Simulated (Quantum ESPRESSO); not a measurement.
# Zr in Quantum ESPRESSO: further runs, part 3 of 4

Quantum ESPRESSO 7.5. The steps go on from the part before.

### Step 5. Work function, PBE

Input file pw.in:

```
&CONTROL
  calculation = 'scf'
  prefix = 'pwscf'
  outdir = './tmp'
  pseudo_dir = './pseudo'
  tprnfor = .true.
  disk_io = 'low'
/
&SYSTEM
  ibrav = 0
  celldm(1) = 8
  nat = 5
  ntyp = 1
  ecutwfc = 40
  nbnd = 40
  occupations = 'smearing'
  smearing = 'fd'
  degauss = 0.00367493
/
&ELECTRONS
  conv_thr = 5d-09
  electron_maxstep = 150
  mixing_beta = 0.3
  mixing_mode = 'local-TF'
/
ATOMIC_SPECIES
Zr    91.2240 Zr.upf
CELL_PARAMETERS alat
  0.7533042611825  -0.0000000000000   0.0000000000000
 -0.0000000000000   0.7533042611825   0.0000000000000
  0.0000000000000   0.0000000000000   5.6739026891889
ATOMIC_POSITIONS crystal
Zr     0.5000000000    0.5000000000    0.3122398002
Zr     0.0000000000    0.0000000000    0.4061199001
Zr     0.5000000000    0.5000000000    0.5000000000
Zr     0.0000000000    0.0000000000    0.5938800999
Zr     0.5000000000    0.5000000000    0.6877601998
K_POINTS automatic
8 8 1 0 0 0
```

Input file pp_density.in:

```
&INPUTPP
  prefix = 'pwscf'
  outdir = './tmp'
  filplot = 'density.dat'
  plot_num = 0
/
&PLOT
  nfile = 1
  filepp(1) = 'density.dat'
  iflag = 3
  output_format = 6
  fileout = 'density.cube'
/
```

Input file pp_potential.in:

```
&INPUTPP
  prefix = 'pwscf'
  outdir = './tmp'
  filplot = 'potential.dat'
  plot_num = 11
/
&PLOT
  nfile = 1
  filepp(1) = 'potential.dat'
  iflag = 3
  output_format = 6
  fileout = 'potential.cube'
/
```

Input file pp_elf.in:

```
&INPUTPP
  prefix = 'pwscf'
  outdir = './tmp'
  filplot = 'elf.dat'
  plot_num = 8
/
&PLOT
  nfile = 1
  filepp(1) = 'elf.dat'
  iflag = 3
  output_format = 6
  fileout = 'elf.cube'
/
```

Potentials or basis: PseudoDojo 0.4.1 SR PBE standard.

The run is started by

```bash
> OMP_NUM_THREADS=1 mpirun -n 2 pw.x -nk 2 -in pw.in > pw.out
> OMP_NUM_THREADS=1 mpirun -n 1 pp.x -in pp_density.in > pp_density.out
> OMP_NUM_THREADS=1 mpirun -n 1 pp.x -in pp_potential.in > pp_potential.out
> OMP_NUM_THREADS=1 mpirun -n 1 pp.x -in pp_elf.in > pp_elf.out
```

pw.out:

```text
This program is part of the open-source Quantum ESPRESSO suite
     for quantum simulation of materials; please cite
[... 6 lines left out ...]
     using ibrav=0 with symmetry is DISCOURAGED, use correct ibrav instead

     K-points division:     npool     =       2
     Subspace diagonalization in iterative solution of the eigenvalue problem:
     a serial algorithm will be used

     G-vector sticks info
     --------------------
     sticks:   dense  smooth     PW     G-vecs:    dense   smooth      PW
     Sum         465     465    145                56295    56295    9855

     Using Slab Decomposition

     bravais-lattice index     =            0
     lattice parameter (alat)  =       8.0000  a.u.
     unit-cell volume          =    1648.5142 (a.u.)^3
     number of atoms/cell      =            5
     number of atomic types    =            1
     number of electrons       =        60.00
     number of Kohn-Sham states=           40
     kinetic-energy cutoff     =      40.0000  Ry
     charge density cutoff     =     160.0000  Ry
     scf convergence threshold =      5.0E-09
     mixing beta               =       0.3000
     number of iterations used =            8  local-TF  mixing
     Exchange-correlation= PBE
                           (   1   4   3   4   0   0   0)

     celldm(1)=   8.000000  celldm(2)=   0.000000  celldm(3)=   0.000000
     celldm(4)=   0.000000  celldm(5)=   0.000000  celldm(6)=   0.000000

     crystal axes: (cart. coord. in units of alat)
               a(1) = (   0.753304  -0.000000   0.000000 )
               a(2) = (  -0.000000   0.753304   0.000000 )
               a(3) = (   0.000000   0.000000   5.673903 )

     reciprocal axes: (cart. coord. in units 2 pi/alat)
               b(1) = (  1.327485  0.000000 -0.000000 )
               b(2) = (  0.000000  1.327485 -0.000000 )
               b(3) = ( -0.000000 -0.000000  0.176246 )

     PseudoPot. # 1 for Zr read from file:
     Zr.upf
     Pseudo is Norm-conserving + core correction, Zval = 12.0
     Generated using ONCVPSP code by D. R. Hamann
     Using radial grid of 1622 points,  6 beta functions with:
[... 28 lines left out ...]
        k(    6) = (   0.1659356   0.1659356   0.0000000), wk =   0.1250000
        k(    7) = (   0.1659356   0.3318712   0.0000000), wk =   0.2500000
        k(    8) = (   0.1659356   0.4978068   0.0000000), wk =   0.2500000
        k(    9) = (   0.1659356  -0.6637424   0.0000000), wk =   0.1250000
        k(   10) = (   0.3318712   0.3318712   0.0000000), wk =   0.1250000
        k(   11) = (   0.3318712   0.4978068   0.0000000), wk =   0.2500000
        k(   12) = (   0.3318712  -0.6637424   0.0000000), wk =   0.1250000
        k(   13) = (   0.4978068   0.4978068   0.0000000), wk =   0.1250000
        k(   14) = (   0.4978068  -0.6637424   0.0000000), wk =   0.1250000
        k(   15) = (  -0.6637424  -0.6637424   0.0000000), wk =   0.0312500

     Dense  grid:    56295 G-vectors     FFT dimensions: (  25,  25, 192)

     Initial potential from superposition of free atoms

     starting charge      59.9882, renormalised to      60.0000

     negative rho (up, down):  2.702E-05 0.000E+00
     Starting wfcs are   50 randomized atomic wfcs

     Self-consistent Calculation

     iteration #  1     ecut=    40.00 Ry     beta= 0.30
     Davidson diagonalization with overlap
     ethr =  1.00E-02,  avg # of iterations =  2.8

     negative rho (up, down):  2.875E-08 0.000E+00
[... 109 lines left out ...]
     total energy              =    -505.88866346 Ry
     estimated scf accuracy    <       0.00130143 Ry

     iteration # 16     ecut=    40.00 Ry     beta= 0.30
     Davidson diagonalization with overlap
     c_bands:  1 eigenvalues not converged
     c_bands:  1 eigenvalues not converged
     ethr =  2.17E-06,  avg # of iterations = 10.3

     negative rho (up, down):  3.956E-04 0.000E+00

     total energy              =    -505.88896759 Ry
     estimated scf accuracy    <       0.00017398 Ry
[... 54 lines left out ...]
     iteration # 24     ecut=    40.00 Ry     beta= 0.30
     Davidson diagonalization with overlap
     ethr =  3.55E-11,  avg # of iterations =  2.4

     End of self-consistent calculation

          k = 0.0000 0.0000 0.0000 (  6971 PWs)   bands (ev):

   -44.2193 -44.2185 -43.8620 -43.7972 -43.7257 -22.4260 -22.3922 -22.0793
   -21.9178 -21.9178 -21.9133 -21.9133 -21.7423 -21.6542 -21.6542 -21.5289
   -21.5289 -21.4589 -21.4065 -21.4065  -0.4291   0.4185   1.3883   1.9045
     1.9856   2.7285   3.1736   3.8320   4.6851   4.8027   4.8920   5.4668
     5.9721   5.9721   6.4095   6.5207   6.5207   6.7355   7.2916   7.3941
[... 99 lines left out ...]
   -44.1293 -44.1289 -43.7160 -43.7157 -43.7016 -22.4206 -22.4147 -22.3698
   -22.3555 -22.2141 -22.2107 -22.1877 -22.1071 -21.9952 -21.9171 -21.7986
   -21.7671 -21.7072 -21.6908 -21.6661   2.2390   2.2518   2.8205   2.8391
     3.0468   3.0707   3.3196   3.5081   3.6662   4.2438   4.7995   5.6909
     5.7620   7.0055   7.0444   7.4632   7.5029   7.6148   7.7856   7.9176

          k =-0.6637-0.6637 0.0000 (  7128 PWs)   bands (ev):

   -44.1237 -44.1228 -43.7116 -43.7079 -43.6955 -22.4234 -22.4234 -22.4133
   -22.4133 -22.1891 -22.1877 -22.1831 -22.1831 -21.9764 -21.9764 -21.7924
   -21.7924 -21.7272 -21.7219 -21.7096   2.0372   2.0469   2.6621   2.7102
     2.8174   2.8174   3.0844   3.5283   3.5283   4.5946   4.5946   6.0251
     6.0251   7.0599   7.6752   7.8872   7.8872   7.9689   8.5795   8.5795

     the Fermi energy is     4.7765 ev

!    total energy              =    -505.88907862 Ry
     estimated scf accuracy    <          4.3E-09 Ry
     smearing contrib. (-TS)   =      -0.00567665 Ry
     internal energy E=F+TS    =    -505.88340196 Ry

     The total energy is F=E-TS. E is the sum of the following terms:
     one-electron contribution =   -2794.84845211 Ry
     hartree contribution      =    1400.78643386 Ry
     xc contribution           =     -99.89454455 Ry
     ewald contribution        =     988.07316084 Ry

     convergence has been achieved in  24 iterations

     Forces acting on atoms (cartesian axes, Ry/au):

     atom    1 type  1   force =     0.00000000    0.00000000    0.02265272
     atom    2 type  1   force =     0.00000000    0.00000000   -0.02940050
     atom    3 type  1   force =     0.00000000    0.00000000    0.00000000
     atom    4 type  1   force =     0.00000000    0.00000000    0.02940050
     atom    5 type  1   force =     0.00000000    0.00000000   -0.02265272

     Total force =     0.052489     Total SCF correction =     0.000197

=------------------------------------------------------------------------------=
   JOB DONE.
=------------------------------------------------------------------------------=
```

pp_potential.out:

```text
This program is part of the open-source Quantum ESPRESSO suite
     for quantum simulation of materials; please cite
         "P. Giannozzi et al., J. Phys.:Condens. Matter 21 395502 (2009);
         "P. Giannozzi et al., J. Phys.:Condens. Matter 29 465901 (2017);
         "P. Giannozzi et al., J. Chem. Phys. 152 154105 (2020);
     in publications or presentations arising from this work. More details at

     IMPORTANT: XC functional enforced from input :
     Exchange-correlation= PBE
                           (   1   4   3   4   0   0   0)
     Any further DFT definition will be discarded
     Please, verify this is what you really want

     G-vector sticks info
     --------------------
     sticks:   dense  smooth     PW     G-vecs:    dense   smooth      PW
     Sum         465     465    145                56295    56295    9855

     Using Slab Decomposition

     Calling punch_plot, plot_num =  11
     Writing data to file  potential.dat
     Reading data from file  potential.dat

     Writing data to be plotted to file potential.cube
     Plot Type: 3D                     Output format: Gaussian cube

=------------------------------------------------------------------------------=
   JOB DONE.
=------------------------------------------------------------------------------=
```

It took 53 s on 2 MPI ranks of Intel Xeon 6975P-C (Granite Rapids), shared host; peak memory 0.3 GiB.

These settings aren't checked as converged: the numbers below hold their error.

Results:

```yaml
Free_energy: -6882.9716 eV
Largest_force: 0.756 eV/Å
Band_gap_on_the_k_mesh: none (metal or under the smearing width)
Work_function_of_the_upper_face: 3.86 eV
Work_function_of_the_lower_face: 3.86 eV
```

Caveat: the cutoff lies well under what these potentials need, so the values aren't converged.

(Continued in part 4 of 4.)
